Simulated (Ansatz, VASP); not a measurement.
**Two plane-wave programs on MgO**

```
Mg O
1.0
     0.00000    2.13515    2.13515
     2.13515    0.00000    2.13515
     2.13515    2.13515    0.00000
Mg O
1 1
Direct
  0.97190 0.02810 0.02810
  0.50000 0.50000 0.50000
```

Alike in both runs: task electric field gradients; functional PBE; k mesh 11 × 11 × 11; occupations fermi-dirac, width 0.01 eV; no spin polarisation.

|  | VASP | Ansatz |
| --- | --- | --- |
| version | VASP 6.6.1 | Ansatz 0.2.0 |
| potentials or method | VASP PAW PBE potentials, release 64 (Mg, O) | PAW with Ansatz's default frozen-core files, scalar-relativistic |
| plane-wave cutoff (eV) | 520 | 420 |
| valence electrons in the cell | 8 | 16 |

```tsv
	VASP	Ansatz	Ansatz less VASP
gap on the k mesh at the Fermi level (eV)	4.33	4.35	+0.017
pressure (GPa)	-1.2	-0.5	+0.72
largest component of the traceless stress (GPa)	3.00	2.96	-0.036
rms of the force components (eV/Å)	0.347	0.343	-0.0048
Vzz of the field gradient on the site that differs most (V/Å²)	-2.7	-2.5	+0.20
```

Atom by atom the forces differ by 0.005 eV/Å (rms over components). With one functional, cell and mesh, what is left measures potentials, basis and numerics. The two sets of potentials don't hold the same shells in valence.
